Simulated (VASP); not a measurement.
# Tl (P6_3/mmc) in VASP: notebook

One crystal, Tl, is run at these levels: PBE; tasks: single point.

Everything below comes from runs of VASP 6.6.1. Logs are shortened: lines on timing, memory, paths and dates and some standing lists are left out, and cuts for length are marked.

### Step 1. Starting point

The structure is hexagonal, space group P6_3/mmc (No. 194). Conventional cell: a = 3.456 Å, b = 3.456 Å, c = 5.525 Å, α = 90.00°, β = 90.00°, γ = 120.00°. Tl (site symmetry -6m2) has 12 Tl at 3.41 to 3.46 Å as nearest neighbours.

### Step 2. Single point, PBE

File INCAR:

```
SYSTEM = Tl
PREC = Accurate ; ENCUT = 520
EDIFF = 1E-6 ; ISMEAR = 0
SIGMA = 0.1 ; LREAL = .FALSE.
LASPH = .TRUE. ; NELM = 100
ALGO = Fast ; ISIF = 2
LWAVE = .FALSE. ; LCHARG = .FALSE.
GGA = PE ; NBANDS = 20
```

File KPOINTS:

```
Automatic mesh
0
G
  6 6 4
  0 0 0
```

File POSCAR:

```
Tl
1.0
    3.4559983565      0.0000000000      0.0000000000
   -1.7279991783      2.9929823722      0.0000000000
    0.0000000000      0.0000000000      5.5250000000
Tl
2
Direct
    0.3333333333      0.6666666667      0.2500000000
    0.6666666667      0.3333333333      0.7500000000
```

Potentials or basis: VASP PAW PBE potentials, release 64 (Tl_d).

Launch:

```console
$ cat potpaw_PBE.64/Tl_d/POTCAR > POTCAR
$ mpirun -np 1 vasp_std > vasp.out
```

OUTCAR:

```text
SYSTEM = Tl
   PREC = Accurate
   ENCUT = 520
   EDIFF = 1E-6
   ISMEAR = 0
   LREAL = .FALSE.
   LASPH = .TRUE.
   NELM = 100
   ISIF = 2
   GGA = PE

 ion  position               nearest neighbor table
   1  0.333  0.667  0.250-   2 3.41   2 3.41   2 3.41   2 3.41   2 3.41   2 3.41
   2  0.667  0.333  0.750-   1 3.41   1 3.41   1 3.41   1 3.41   1 3.41   1 3.41

  LATTYP: Found a hexagonal cell.
 ALAT       =     3.4559983565
 C/A-ratio  =     1.5986697417

  Lattice vectors:

 A1 = (   3.4559983565,   0.0000000000,   0.0000000000)
 A2 = (  -1.7279991783,   2.9929823722,   0.0000000000)
 A3 = (   0.0000000000,   0.0000000000,   5.5250000000)

Analysis of symmetry for initial positions (statically):
=====================================================================
 Subroutine PRICEL returns:
 Original cell was already a primitive cell.

 Routine SETGRP: Setting up the symmetry group for a
 hexagonal supercell.

 Subroutine GETGRP returns: Found 24 space group operations
 (whereof 12 operations were pure point group operations)
 out of a pool of 24 trial point group operations.

The static configuration has the point symmetry D_3d.
 The point group associated with its full space group is D_6h.

Analysis of symmetry for dynamics (positions and initial velocities):
=====================================================================
 Subroutine PRICEL returns:
 Original cell was already a primitive cell.

 Routine SETGRP: Setting up the symmetry group for a
 hexagonal supercell.

 Subroutine GETGRP returns: Found 24 space group operations
 (whereof 12 operations were pure point group operations)
 out of a pool of 24 trial point group operations.

The dynamic configuration has the point symmetry D_3d.
 The point group associated with its full space group is D_6h.

 Subroutine INISYM returns: Found 24 space group operations
 (whereof 12 operations are pure point group operations),
 and found     1 'primitive' translations

----------------------------------------------------------------------------------------

                                     Primitive cell

  volume of cell :      57.1492

  direct lattice vectors                    reciprocal lattice vectors
     3.455998356  0.000000000  0.000000000     0.289351989  0.167057449  0.000000000
    -1.727999178  2.992982372  0.000000000     0.000000000  0.334114898  0.000000000
     0.000000000  0.000000000  5.525000000     0.000000000  0.000000000  0.180995475

  length of vectors
     3.455998356  3.455998357  5.525000000     0.334114898  0.334114898  0.180995475

  position of ions in fractional coordinates (direct lattice)
     0.333333333  0.666666667  0.250000000
     0.666666667  0.333333333  0.750000000

  ion indices of the primitive-cell ions
   primitive index   ion index
                 1           1
                 2           2

----------------------------------------------------------------------------------------

 KPOINTS: Automatic mesh

Automatic generation of k-mesh.
 Grid dimensions read from file:
 generate k-points for:    6    6    4

 Generating k-lattice:

  Cartesian coordinates                     Fractional coordinates (reciprocal lattice)
     0.048225332  0.027842908  0.000000000     0.166666667  0.000000000  0.000000000
     0.000000000  0.055685816  0.000000000     0.000000000  0.166666667  0.000000000
     0.000000000  0.000000000  0.045248869     0.000000000  0.000000000  0.250000000

  Length of vectors
     0.055685816  0.055685816  0.045248869

  Shift w.r.t. Gamma in fractional coordinates (k-lattice)
     0.000000000  0.000000000  0.000000000

 Subroutine IBZKPT returns following result:
 ===========================================

 Found     21 irreducible k-points:

 Following reciprocal coordinates:
            Coordinates               Weight
  0.000000  0.000000  0.000000      1.000000
  0.166667  0.000000  0.000000      6.000000
  0.333333  0.000000  0.000000      6.000000
  0.500000  0.000000  0.000000      3.000000
  0.166667  0.166667  0.000000      6.000000
  0.333333  0.166667  0.000000     12.000000
[... 13 lines left out ...]
  0.333333  0.166667  0.500000     12.000000
  0.333333  0.333333  0.500000      2.000000
   k-points           NKPTS =     21   k-points in BZ     NKDIM =     21   number of bands    NBANDS=     20
   number of dos      NEDOS =    301   number of ions     NIONS =      2
   total plane-waves  NPLWV =  32928
   dimension x,y,z NGX =    28 NGY =   28 NGZ =   42
   dimension x,y,z NGXF=    56 NGYF=   56 NGZF=   84
   ions per type =               2
   NGX,Y,Z   is equivalent  to a cutoff of  13.47, 13.47, 12.64 a.u.
   NGXF,Y,Z  is equivalent  to a cutoff of  26.94, 26.94, 25.28 a.u.
 SYSTEM =  Tl
   PREC   = accura    normal or accurate (medium, high low for compatibility)
   ISTART =      0    job   : 0-new  1-cont  2-samecut
   ICHARG =      2    charge: 1-file 2-atom 10-const
   ISPIN  =      1    spin polarized calculation?
   LNONCOLLINEAR =      F non collinear calculations
   LSORBIT =      F    spin-orbit coupling
   LASPH  =      T    aspherical Exc in radial PAW
   ENCUT  =  520.0 eV  38.22 Ry    6.18 a.u.   6.43  6.43 10.27*2*pi/ulx,y,z
   NELM   =    100;   NELMIN=  2; NELMDL= -5     # of ELM steps
   EDIFF  = 0.1E-05   stopping-criterion for ELM
   LREAL  =      F    real-space projection
   EDIFFG = 0.1E-04   stopping-criterion for IOM
   NSW    =      0    number of steps for IOM
   IBRION =     -1    ionic relax: 0-MD 1-quasi-New 2-CG
   NFREE  =      0    steps in history (QN), initial steepest desc. (CG)
   ISIF   =      2    stress and relaxation
   ISYM   =      2    0-nonsym 1-usesym 2-fastsym
   POTIM  = 0.5000    time-step for ionic-motion
   TEBEG  =    0.0;   TEEND  =   0.0 temperature during run
   PSTRESS=    0.0 pullay stress
   NELECT =      26.0000    total number of electrons
   NUPDOWN=      -1.0000    fix difference up-down
   EMIN   =  10.00;   EMAX   =-10.00  energy-range for DOS
   EFERMI =   0.00;   METHOD = LEGACY
   ISMEAR =     0;   SIGMA  =   0.10  broadening in eV -4-tet -1-fermi 0-gaus
   EFERMI_NEDOS =   21; number of points for ismear=-14 and -15
   IALGO  =     68    algorithm
   IMIX   =      4    mixing-type and parameters
     AMIX     =   0.40;   BMIX     =  1.00
     AMIX_MAG =   1.60;   BMIX_MAG =  1.00
  volume/ion in A,a.u.               =      28.57       192.83
  Fermi-wavevector in a.u.,A,eV,Ry     =   1.259107  2.379367 21.570001  1.585350
  Thomas-Fermi vector in A             =   2.392683
   LORBIT       =      0    0 simple, 1 ext, 2 COOP (PROOUT), +10 PAW based schemes
   GGA     = PE    functional components
   LHFCALC =     F    Hartree Fock is set to
   AEXX    =    0.0000 exact exchange contribution
   IVDW    =     0    specifies the selected vdW correction
   LEPSILON=     F    determine dielectric tensor
   LRPA    =     F    only Hartree local field effects (RPA)
 non-spin polarized calculation
 RMM-DIIS sequential band-by-band and
 Gauss-broadening in eV      SIGMA  =   0.10
  energy-cutoff  :      520.00
  volume of cell :       57.15
 maximum number of plane-waves:      1554
 NGX is ok and might be reduce to    28
   NGX = 13   NGY = 13   NGZ = 21

 number of electron      26.0000004 magnetization

 Free energy of the ion-electron system (eV)
  ---------------------------------------------------
  ext. energy  EPLUGINS =         0.00000000
  ---------------------------------------------------
  free energy    TOTEN  =        -4.37585674 eV

  energy without entropy =       -4.36944752  energy(sigma->0) =       -4.37265213

 E-fermi :   6.6500     XC(G=0): -10.1966

 val. band max:        6.5833619565   @ k =   0.1667   0.0000   0.2500
 cond. band min:       6.6500210152   @ k =   0.3333   0.3333   0.2500
 fundamental gap:      0.0666590586
 Fermi energy:         6.6499916402

 k-point     1 :       0.0000    0.0000    0.0000
  band No.  band energies     occupation
      1      -5.2297      2.00000
      2      -4.9997      2.00000
      3      -4.9865      2.00000
      4      -4.9865      2.00000
      5      -4.9329      2.00000
      6      -4.9329      2.00000
[... 12 lines left out ...]
     19      17.4085      0.00000
     20      17.5045      0.00000

 k-point     2 :       0.1667    0.0000    0.0000
  band No.  band energies     occupation
      1      -5.1845      2.00000
      2      -5.0435      2.00000
      3      -4.9514      2.00000
      4      -4.9344      2.00000
      5      -4.9140      2.00000
      6      -4.8749      2.00000
[... 12 lines left out ...]
     19      16.9510      0.00000
     20      18.4392      0.00000

 k-point     3 :       0.3333    0.0000    0.0000
  band No.  band energies     occupation
      1      -5.2909      2.00000
      2      -5.1050      2.00000
      3      -5.0764      2.00000
      4      -4.9976      2.00000
      5      -4.8593      2.00000
      6      -4.7628      2.00000
[... 12 lines left out ...]
     19      15.5068      0.00000
     20      16.9260      0.00000

 k-point     4 :       0.5000    0.0000    0.0000
  band No.  band energies     occupation
      1      -5.3540      2.00000
      2      -5.1983      2.00000
      3      -5.1250      2.00000
      4      -5.0353      2.00000
      5      -4.8110      2.00000
      6      -4.7953      2.00000
[... 12 lines left out ...]
     19      14.8066      0.00000
     20      16.3847      0.00000

 k-point     5 :       0.1667    0.1667    0.0000
  band No.  band energies     occupation
      1      -5.1257      2.00000
      2      -5.1170      2.00000
      3      -5.0570      2.00000
      4      -4.9786      2.00000
      5      -4.8828      2.00000
      6      -4.8013      2.00000
[... 12 lines left out ...]
     19      15.9098      0.00000
     20      17.9631      0.00000
[... 284 lines left out ...]
      6      -4.7762      2.00000
[... 12 lines left out ...]
     19      15.3124      0.00000
     20      15.3124      0.00000

 k-point    19 :       0.1667    0.1667    0.5000
  band No.  band energies     occupation
      1      -5.1395      2.00000
      2      -5.1395      2.00000
      3      -4.9848      2.00000
      4      -4.9848      2.00000
      5      -4.8559      2.00000
      6      -4.8559      2.00000
[... 12 lines left out ...]
     19      18.2503      0.00000
     20      18.2503      0.00000

 k-point    20 :       0.3333    0.1667    0.5000
  band No.  band energies     occupation
      1      -5.1802      2.00000
      2      -5.1802      2.00000
      3      -5.0541      2.00000
      4      -5.0541      2.00000
      5      -4.8236      2.00000
      6      -4.8236      2.00000
[... 12 lines left out ...]
     19      17.6476      0.00000
     20      17.6478      0.00000

 k-point    21 :       0.3333    0.3333    0.5000
  band No.  band energies     occupation
      1      -5.1550      2.00000
      2      -5.1550      2.00000
      3      -4.9300      2.00000
      4      -4.9300      2.00000
      5      -4.8138      2.00000
      6      -4.8138      2.00000
[... 12 lines left out ...]
     19      17.5124      0.00000
     20      17.5124      0.00000

------------------------ aborting loop because EDIFF is reached ----------------------------------------

  FORCE on cell =-STRESS in cart. coord.  units (eV):
  Direction    XX          YY          ZZ          XY          YZ          ZX
  --------------------------------------------------------------------------------------
  -------------------------------------------------------------------------------------
  Total        0.7743418      0.7743418      1.7121799     -0.0000000     -0.0000000      0.0000000
  in kB       21.7086760     21.7086760     48.0009691     -0.0000000     -0.0000000      0.0000000
  external PRESSURE =      30.4727737 kB  Pullay stress =       0.0000000 kB

 VOLUME and BASIS-vectors are now :
 -----------------------------------------------------------------------------
  energy-cutoff  :      520.00
  volume of cell :       57.15
      direct lattice vectors                 reciprocal lattice vectors
     3.455998356  0.000000000  0.000000000     0.289351989  0.167057449  0.000000000
    -1.727999178  2.992982372  0.000000000     0.000000000  0.334114898  0.000000000
     0.000000000  0.000000000  5.525000000     0.000000000  0.000000000  0.180995475

 POSITION                                       TOTAL-FORCE (eV/Angst)
 -----------------------------------------------------------------------------------
     -0.00000      1.99532      1.38125         0.000000     -0.000000      0.000000
      1.72800      0.99766      4.14375        -0.000000      0.000000      0.000000
 -----------------------------------------------------------------------------------
    total drift:                                0.000000     -0.000000      0.000000

  FREE ENERGIE OF THE ION-ELECTRON SYSTEM (eV)
  ---------------------------------------------------
  free  energy   TOTEN  =        -4.3758567425 eV

  energy  without entropy=       -4.3694475219  energy(sigma->0) =       -4.37265213
```

It took 13 s on 1 thread of Intel Xeon Platinum 8488C (Sapphire Rapids), shared host; peak memory 0.18 GiB.

Results:

```yaml
Free_energy: -4.3759 eV
Pressure: 3.0 GPa
Band_gap_on_the_k_mesh: none (metal or under the smearing width)
```

Levels at points of the mesh, in eV from the Fermi level:
| k point | band 9 | band 10 | band 11 | band 12 | band 13 | band 14 | band 15 | band 16 | band 17 | band 18 |
| --- | --- | --- | --- | --- | --- | --- | --- | --- | --- | --- |
| (0.00, 0.00, 0.00) | -11.18 | -11.18 | -10.12 | -5.18 | -2.91 | 7.92 | 7.92 | 10.00 | 10.00 | 10.22 |
| (0.50, 0.00, 0.00) | -11.13 | -11.13 | -5.85 | -4.76 | -0.77 | 0.44 | 1.28 | 3.74 | 3.81 | 8.12 |
| (0.00, 0.00, 0.50) | -11.29 | -11.29 | -8.68 | -8.68 | 3.29 | 3.29 | 8.89 | 8.89 | 8.89 | 8.89 |
| (0.50, 0.00, 0.50) | -11.15 | -11.15 | -4.79 | -4.79 | -2.34 | -2.34 | 5.49 | 5.49 | 6.09 | 6.09 |

Spin-orbit coupling is left out, which matters for the levels of Tl.

### Step 3. Single point, PBE

File INCAR:

```
SYSTEM = Tl
PREC = Accurate
ENCUT = 520
EDIFF = 1E-6
ISMEAR = 0
SIGMA = 0.1
LREAL = .False.
LASPH = .True.
NELM = 100
ALGO = Normal
ISIF = 2
LWAVE = .False.
LCHARG = .True.
GGA = PE
LELF = .True.
LVHAR = .True.
ISYM = 0
NBANDS = 20
```

File KPOINTS:

```
Automatic mesh
0
Gamma
  5 3 4
  0 0 0
```

POSCAR is that of step 2.

Potentials or basis: VASP PAW PBE potentials, release 64 (Tl_d).

Launch:

```console
$ cat potpaw_PBE.64/Tl_d/POTCAR > POTCAR
$ mpirun -np 1 vasp_std > vasp.out
```

It took 19 s on 1 thread of Intel Xeon Platinum 8488C (Sapphire Rapids), shared host; peak memory 0.18 GiB.

It converged, with:

```
Free energy            : -4.2459 eV
Pressure               : 3.2 GPa
Largest force          : 0.066 eV/Å
Band gap on the k mesh : none (metal or under the smearing width)
```

Forces on the atoms (eV/Å):
```
Tl  -0.016 -0.064  0.000
Tl   0.016  0.064  0.000
```

Stress tensor (GPa, compression positive):
```
 1.93 -2.77  0.00
-2.77  7.79  0.00
 0.00  0.00 -0.12
```

Levels at points of the mesh, in eV from the Fermi level:
| k point | band 10 | band 11 | band 12 | band 13 | band 14 | band 15 | band 16 | band 17 |
| --- | --- | --- | --- | --- | --- | --- | --- | --- |
| (0.00, 0.00, 0.00) | -11.14 | -10.08 | -5.15 | -2.88 | 7.94 | 7.96 | 10.03 | 10.04 |
| (0.00, 0.00, 0.50) | -11.25 | -8.65 | -8.65 | 3.32 | 3.32 | 8.92 | 8.92 | 8.94 |

Caveat: the k mesh is coarse (spacing up to 0.70 Å⁻¹), so the values aren't converged.
